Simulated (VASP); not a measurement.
# FeO (F-43m) in VASP: single point with PBE

Aim: the single point of FeO with PBE.

Program: VASP 6.6.1. These are calculated values, not measurements. Logs are shortened: lines on timing, memory, paths and dates and some standing lists are left out, and cuts for length are marked.

## 1. Starting point

It takes space group F-43m (No. 216, cubic). Conventional cell: a = 4.764 Å, b = 4.764 Å, c = 4.764 Å, α = 90.00°, β = 90.00°, γ = 90.00°. Fe (site symmetry -43m) has 4 O at 2.06 Å as nearest neighbours. Around O (site symmetry -43m) lie 4 Fe at 2.06 Å.

The cell comes from a database or a generator and needn't be the stable form of this composition.

## 2. Single point, PBE, collinear spin, typed start

INCAR reads:

```
ALGO = Normal ; EDIFF = 1E-6
ENCUT = 520 ; GGA = PE
ISIF = 2 ; ISMEAR = -1
ISPIN = 2 ; LASPH = T
LCHARG = F ; LMAXMIX = 4
LORBIT = 11 ; LREAL = F
LWAVE = F ; MAGMOM = 4.5 0
NBANDS = 18 ; NELM = 150
PREC = Accurate ; SIGMA = 0.05
```

KPOINTS reads:

```
k-points
0
Gamma
  10 10 10
```

POSCAR reads:

```
FeO
1.0
    0.0000000000      2.3818830800      2.3818830800
    2.3818830800      0.0000000000      2.3818830800
    2.3818830800      2.3818830800      0.0000000000
Fe O
1 1
Direct
    0.0000000000      0.0000000000      0.0000000000
    0.2500000000      0.2500000000      0.2500000000
```

Potentials or basis: VASP PAW PBE potentials, release 64 (Fe, O).

The run is started by

```
cat potpaw_PBE.64/Fe/POTCAR potpaw_PBE.64/O/POTCAR > POTCAR
mpirun -np 1 vasp_std > vasp.out
```

OUTCAR:

```text
EDIFF = 1E-6
   ENCUT = 520
   GGA = PE
   ISIF = 2
   ISMEAR = -1
   ISPIN = 2
   LASPH = T
   LORBIT = 11
   LREAL = F
   NELM = 150
   PREC = Accurate

 ion  position               nearest neighbor table
   1  0.000  0.000  0.000-   2 2.06   2 2.06   2 2.06   2 2.06
   2  0.250  0.250  0.250-   1 2.06   1 2.06   1 2.06   1 2.06

  LATTYP: Found a face centered cubic cell.
 ALAT       =     4.7637661600

  Lattice vectors:

 A1 = (   0.0000000000,   2.3818830800,   2.3818830800)
 A2 = (   2.3818830800,   0.0000000000,   2.3818830800)
 A3 = (   2.3818830800,   2.3818830800,   0.0000000000)

Analysis of symmetry for initial positions (statically):
=====================================================================
 Subroutine PRICEL returns:
 Original cell was already a primitive cell.

 Routine SETGRP: Setting up the symmetry group for a
 face centered cubic supercell.

 Subroutine GETGRP returns: Found 24 space group operations
 (whereof 24 operations were pure point group operations)
 out of a pool of 48 trial point group operations.

The static configuration has the point symmetry T_d .

Analysis of symmetry for dynamics (positions and initial velocities):
=====================================================================
 Subroutine PRICEL returns:
 Original cell was already a primitive cell.

 Routine SETGRP: Setting up the symmetry group for a
 face centered cubic supercell.

 Subroutine GETGRP returns: Found 24 space group operations
 (whereof 24 operations were pure point group operations)
 out of a pool of 48 trial point group operations.

The dynamic configuration has the point symmetry T_d .

Analysis of structural, dynamic, and magnetic symmetry:
=====================================================================
 Subroutine PRICEL returns:
 Original cell was already a primitive cell.

 Routine SETGRP: Setting up the symmetry group for a
 face centered cubic supercell.

 Subroutine GETGRP returns: Found 24 space group operations
 (whereof 24 operations were pure point group operations)
 out of a pool of 48 trial point group operations.

The overall configuration has the point symmetry T_d .

 Subroutine INISYM returns: Found 24 space group operations
 (whereof 24 operations are pure point group operations),
 and found     1 'primitive' translations

----------------------------------------------------------------------------------------

                                     Primitive cell

  volume of cell :      27.0266

  direct lattice vectors                    reciprocal lattice vectors
     0.000000000  2.381883080  2.381883080    -0.209917944  0.209917944  0.209917944
     2.381883080  0.000000000  2.381883080     0.209917944 -0.209917944  0.209917944
     2.381883080  2.381883080  0.000000000     0.209917944  0.209917944 -0.209917944

  length of vectors
     3.368491356  3.368491356  3.368491356     0.363588545  0.363588545  0.363588545

  position of ions in fractional coordinates (direct lattice)
     0.000000000  0.000000000  0.000000000
     0.250000000  0.250000000  0.250000000

  ion indices of the primitive-cell ions
   primitive index   ion index
                 1           1
                 2           2

----------------------------------------------------------------------------------------

 KPOINTS: k-points

Automatic generation of k-mesh.
 Grid dimensions read from file:
 generate k-points for:   10   10   10

 Generating k-lattice:

  Cartesian coordinates                     Fractional coordinates (reciprocal lattice)
    -0.020991794  0.020991794  0.020991794     0.100000000  0.000000000  0.000000000
     0.020991794 -0.020991794  0.020991794     0.000000000  0.100000000  0.000000000
     0.020991794  0.020991794 -0.020991794     0.000000000  0.000000000  0.100000000

  Length of vectors
     0.036358855  0.036358855  0.036358855

  Shift w.r.t. Gamma in fractional coordinates (k-lattice)
     0.000000000  0.000000000  0.000000000

 Subroutine IBZKPT returns following result:
 ===========================================

 Found     47 irreducible k-points:

 Following reciprocal coordinates:
            Coordinates               Weight
  0.000000  0.000000  0.000000      1.000000
  0.100000  0.000000  0.000000      8.000000
  0.200000  0.000000  0.000000      8.000000
  0.300000  0.000000  0.000000      8.000000
  0.400000  0.000000  0.000000      8.000000
  0.500000  0.000000  0.000000      4.000000
[... 16 lines left out ...]
  0.300000  0.300000  0.000000      6.000000
  0.400000  0.300000  0.000000     24.000000
 [... further k-points ...]
   k-points           NKPTS =     47   k-points in BZ     NKDIM =     47   number of bands    NBANDS=     18
   number of dos      NEDOS =    301   number of ions     NIONS =      2
   total plane-waves  NPLWV =  21952
   dimension x,y,z NGX =    28 NGY =   28 NGZ =   28
   dimension x,y,z NGXF=    56 NGYF=   56 NGZF=   56
   ions per type =               1   1
   NGX,Y,Z   is equivalent  to a cutoff of  13.82, 13.82, 13.82 a.u.
   NGXF,Y,Z  is equivalent  to a cutoff of  27.64, 27.64, 27.64 a.u.
 SYSTEM =  unknown system
   PREC   = accura    normal or accurate (medium, high low for compatibility)
   ISTART =      0    job   : 0-new  1-cont  2-samecut
   ICHARG =      2    charge: 1-file 2-atom 10-const
   ISPIN  =      2    spin polarized calculation?
   LNONCOLLINEAR =      F non collinear calculations
   LSORBIT =      F    spin-orbit coupling
   LASPH  =      T    aspherical Exc in radial PAW
   ENCUT  =  520.0 eV  38.22 Ry    6.18 a.u.   6.26  6.26  6.26*2*pi/ulx,y,z
   NELM   =    150;   NELMIN=  2; NELMDL= -5     # of ELM steps
   EDIFF  = 0.1E-05   stopping-criterion for ELM
   LREAL  =      F    real-space projection
   EDIFFG = 0.1E-04   stopping-criterion for IOM
   NSW    =      0    number of steps for IOM
   IBRION =     -1    ionic relax: 0-MD 1-quasi-New 2-CG
   NFREE  =      0    steps in history (QN), initial steepest desc. (CG)
   ISIF   =      2    stress and relaxation
   ISYM   =      2    0-nonsym 1-usesym 2-fastsym
   POTIM  = 0.5000    time-step for ionic-motion
   TEBEG  =    0.0;   TEEND  =   0.0 temperature during run
   PSTRESS=    0.0 pullay stress
   NELECT =      14.0000    total number of electrons
   NUPDOWN=      -1.0000    fix difference up-down
   EMIN   =  10.00;   EMAX   =-10.00  energy-range for DOS
   EFERMI =   0.00;   METHOD = LEGACY
   ISMEAR =    -1;   SIGMA  =   0.05  broadening in eV -4-tet -1-fermi 0-gaus
   EFERMI_NEDOS =   21; number of points for ismear=-14 and -15
   IALGO  =     38    algorithm
   IMIX   =      4    mixing-type and parameters
     AMIX     =   0.40;   BMIX     =  1.00
     AMIX_MAG =   1.60;   BMIX_MAG =  1.00
  volume/ion in A,a.u.               =      13.51        91.19
  Fermi-wavevector in a.u.,A,eV,Ry     =   1.314782  2.484578 23.519733  1.728652
  Thomas-Fermi vector in A             =   2.445011
   LORBIT       =     11    0 simple, 1 ext, 2 COOP (PROOUT), +10 PAW based schemes
   GGA     = PE    functional components
   LHFCALC =     F    Hartree Fock is set to
   AEXX    =    0.0000 exact exchange contribution
   IVDW    =     0    specifies the selected vdW correction
   LEPSILON=     F    determine dielectric tensor
   LRPA    =     F    only Hartree local field effects (RPA)
 spin polarized calculation
  energy-cutoff  :      520.00
  volume of cell :       27.03
 maximum number of plane-waves:       745
 NGX is ok and might be reduce to    28
   NGX = 13   NGY = 13   NGZ = 13

 number of electron      13.9999995 magnetization       4.0223451

 Free energy of the ion-electron system (eV)
  ---------------------------------------------------
  ext. energy  EPLUGINS =         0.00000000
  ---------------------------------------------------
  free energy    TOTEN  =       -14.87335815 eV

  energy without entropy =      -14.85279766  energy(sigma->0) =      -14.86307790

 E-fermi :   3.5307     XC(G=0): -10.3665

 val. band max:        3.5260457182   @ k =   0.1000   0.1000   0.0000
 cond. band min:       3.5409375356   @ k =  -0.3000   0.1000   0.0000
 fundamental gap:      0.0148918174
 Fermi energy:         3.5306785007

 spin component 1

 k-point     1 :       0.0000    0.0000    0.0000
  band No.  band energies     occupation
      1     -16.0943      1.00000
      2      -2.5832      1.00000
      3      -2.5832      1.00000
      4      -2.5832      1.00000
      5       0.0144      1.00000
      6       0.0144      1.00000
[... 10 lines left out ...]
     17      21.5472      0.00000
     18      23.5718      0.00000
[... 463 lines left out ...]
 k-point    24 :       0.4000    0.3000    0.0000
  band No.  band energies     occupation
      1     -15.6363      1.00000
      2      -3.3024      1.00000
      3      -2.0201      1.00000
      4      -1.9957      1.00000
      5      -0.2342      1.00000
      6       0.2051      1.00000
[... 10 lines left out ...]
     17      27.0879      0.00000
     18      28.8453      0.00000

 [... further k-points ...]

 spin component 2

 k-point     1 :       0.0000    0.0000    0.0000
  band No.  band energies     occupation
      1     -15.5639      1.00000
      2      -1.2026      1.00000
      3      -1.2026      1.00000
      4      -1.2026      1.00000
      5       3.2011      0.99863
      6       3.6651      0.06372
[... 10 lines left out ...]
     17      21.8504      0.00000
     18      24.4268      0.00000
[... 463 lines left out ...]
 k-point    24 :       0.4000    0.3000    0.0000
  band No.  band energies     occupation
      1     -15.0890      1.00000
      2      -2.3989      1.00000
      3      -0.9998      1.00000
      4      -0.9326      1.00000
      5       2.9027      1.00000
      6       3.9377      0.00029
[... 10 lines left out ...]
     17      27.6154      0.00000
     18      29.4671      0.00000

 [... further k-points ...]

------------------------ aborting loop because EDIFF is reached ----------------------------------------

  FORCE on cell =-STRESS in cart. coord.  units (eV):
  Direction    XX          YY          ZZ          XY          YZ          ZX
  --------------------------------------------------------------------------------------
  -------------------------------------------------------------------------------------
  Total       -1.9969679     -1.9969679     -1.9969679      0.0000000      0.0000000      0.0000000
  in kB     -118.3832769   -118.3832769   -118.3832769      0.0000000      0.0000000      0.0000000
  external PRESSURE =    -118.3832769 kB  Pullay stress =       0.0000000 kB

 VOLUME and BASIS-vectors are now :
 -----------------------------------------------------------------------------
  energy-cutoff  :      520.00
  volume of cell :       27.03
      direct lattice vectors                 reciprocal lattice vectors
     0.000000000  2.381883080  2.381883080    -0.209917944  0.209917944  0.209917944
     2.381883080  0.000000000  2.381883080     0.209917944 -0.209917944  0.209917944
     2.381883080  2.381883080  0.000000000     0.209917944  0.209917944 -0.209917944

 POSITION                                       TOTAL-FORCE (eV/Angst)
 -----------------------------------------------------------------------------------
      0.00000      0.00000      0.00000         0.000000      0.000000      0.000000
      1.19094      1.19094      1.19094        -0.000000     -0.000000     -0.000000
 -----------------------------------------------------------------------------------
    total drift:                                0.000000      0.000000      0.000000

  FREE ENERGIE OF THE ION-ELECTRON SYSTEM (eV)
  ---------------------------------------------------
  free  energy   TOTEN  =       -14.8733581498 eV

  energy  without entropy=      -14.8527976558  energy(sigma->0) =      -14.86307790

 total charge

# of ion       s       p       d       tot
------------------------------------------
    1        0.302   0.361   6.013   6.675
    2        1.553   3.404   0.000   4.957
--------------------------------------------------
tot          1.854   3.764   6.013  11.632

 magnetization (x)

# of ion       s       p       d       tot
------------------------------------------
    1        0.028   0.040   3.553   3.621
    2        0.020   0.269   0.000   0.288
--------------------------------------------------
tot          0.047   0.309   3.553   3.909
```

It took 28 s on 1 thread of Intel Xeon 6975P-C (Granite Rapids), shared host; peak memory 0.18 GiB.

Results:

```yaml
Free_energy: -14.8734 eV
Pressure: -11.8 GPa
Band_gap_on_the_k_mesh: none (metal or under the smearing width)
Net_moment: 4.02 μB per cell
Site_moments: Fe +3.62; O +0.29 μB
Valence_electrons_inside_the_program's_atomic_spheres: Fe 6.67; O 4.96
```

Levels at points of the mesh, in eV from the Fermi level:
Spin up:
```tsv
k point	band 5	band 6	band 7	band 8	band 9	band 10	band 11	band 12	band 13	band 14
(0.00, 0.00, 0.00)	-3.52	-3.52	-0.91	-0.61	-0.61	-0.61	12.20	12.20	12.20	17.76
(0.50, 0.00, 0.00)	-3.37	-3.37	-3.21	-1.39	-1.39	4.20	5.58	11.74	11.74	15.14
(0.50, 0.50, 0.00)	-3.70	-3.27	-2.75	-2.45	-2.45	4.04	7.88	9.49	12.02	12.02
```
Spin down:
```
           k point  band 1  band 2  band 3  band 4  band 5  band 6  band 7  band 8  band 9  band 10
(0.00, 0.00, 0.00)  -19.09   -4.73   -4.73   -4.73   -0.33    0.13    0.13    2.11    2.11     2.11
(0.50, 0.00, 0.00)  -18.64   -6.09   -4.53   -4.53    0.08    0.27    0.27    1.40    1.40     4.97
(0.50, 0.50, 0.00)  -18.51   -6.05   -4.36   -4.36   -0.85    0.43    0.50    0.80    0.80     5.08
```

Caveat: a cell with one magnetic atom can't hold antiferromagnetic order, which such compounds often take; semilocal functionals often make such compounds metallic where correlation or magnetic order opens a gap, which also shifts bond lengths. With open d or f shells a metallic result of PBE can be an artefact of self-interaction; +U or a hybrid may open a gap.
